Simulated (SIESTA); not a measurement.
Si2Ni:

```xyz
3
Lattice="0.0000 2.7030 2.7030 2.7030 0.0000 2.7030 2.7030 2.7030 0.0000" Properties=species:S:1:pos:R:3 pbc="T T T"
Ni    0.0000    0.0000    0.0000
Si    4.0545    4.0545    4.0545
Si    1.3515    1.3515    1.3515
```

Base run:

| Property | Result |
| --- | --- |
| Program | SIESTA 5.4.2 |
| Functional | PBE |
| Potentials or basis | PseudoDojo 0.4 standard (PBE files) |
| Basis | DZP (energy shift 0.003 Ry; two zetas on semicore shells) |
| Grid cutoff | 800 Ry |
| Energy shift | 0.003 Ry |
| k mesh | 6 × 6 × 6 |
| Occupations | fermi-dirac, width 0.05 eV |
| Spin | collinear spin, ferromagnetic start |
| Starting moments | [1.0, 0.0, 0.0] μB |
| Hubbard terms | Ni d U = 2 eV |

Its results: band gap on the k mesh none (metal or under the smearing width); pressure 3.6 GPa; net moment 0.00 μB per cell.

Q: After a change of settings the same cell gave: band gap on the k mesh none (metal or under the smearing width); pressure 2.6 GPa; net moment 0.00 μB per cell. Which change was it?
A. hubbard terms from Ni d U = 2 eV to none
B. hubbard terms from Ni d U = 2 eV to none; window from (ev) from -15 eV to -10 eV
C. hubbard terms from Ni d U = 2 eV to Ni d U = 6 eV

A: C.

Caveats: short orbitals over semicore shells can move pressures by several GPa; the basis of atomic orbitals isn't converged, which shifts pressures, moduli and gaps; the U is typed as a test and isn't derived for this compound.
